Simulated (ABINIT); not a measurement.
Crystal: Zn.

```
Zn
1.0
     0.00000    1.96478    1.96478
     1.96478    0.00000    1.96478
     1.96478    1.96478    0.00000
Zn
1
Direct
  0.00000 0.00000 0.00000
```

This isn't the form of Zn at room conditions, which is hcp.

Base run:

| Item | Value |
| --- | --- |
| Program | ABINIT 10.8.3 (patched build) |
| Functional | PBEsol |
| Potentials or basis | JTH PAW PBE v2.0 |
| Cutoff | 707 eV |
| k mesh | 12 × 12 × 12 |
| Occupations | fermi-dirac, width 0.05 eV |
| Spin | no spin polarisation |

Its results: band gap on the k mesh none (metal or under the smearing width); pressure -5.4 GPa.

**Question.** The run is repeated on the same cell with these changes: functional from PBEsol to LDA. What comes out?

**Answer.** Band gap on the k mesh none (metal or under the smearing width); pressure -8.7 GPa.

LDA binds more tightly than PBEsol, so the same cell stands under less pressure.

Caveats: the PAW data sets were made with another functional, which shifts forces and pressure a little.
